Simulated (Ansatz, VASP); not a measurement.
## Hf in VASP and in Ansatz

```
Hf
1.0
    -1.77295    1.77295    1.77295
     1.77295   -1.77295    1.77295
     1.77295    1.77295   -1.77295
Hf
1
Direct
  0.00000 0.00000 0.00000
```

Alike in both runs: functional PBE; k mesh 18 × 18 × 18; occupations gaussian, width 0.1 eV; no spin polarisation.

Ansatz relaxed the structure, and its values are those at the end. VASP's run is a single point on that final structure, the one shown.

```csv
,VASP,Ansatz
version,VASP 6.6.1,Ansatz 0.2.0
potentials or method,"VASP PAW PBE potentials, release 64 (Hf_pv)","scalar-relativistic, plane waves, PAW"
plane-wave cutoff (eV),520,420
valence electrons in the cell,10,26
```

VASP gave:

| Item | Value |
| --- | --- |
| gap on the k mesh at the Fermi level (eV) | none |
| pressure (GPa) | -0.3 |

What did Ansatz give for the same quantities?

gap on the k mesh at the Fermi level (eV): none; pressure (GPa): 0.0.

A gap of «none» marks a metal or a gap that the smearing closes. With one functional, cell and mesh, what is left measures potentials, basis and numerics. The two sets of potentials don't hold the same shells in valence.

The runs have no spin-orbit coupling, so splittings on Hf are missing.
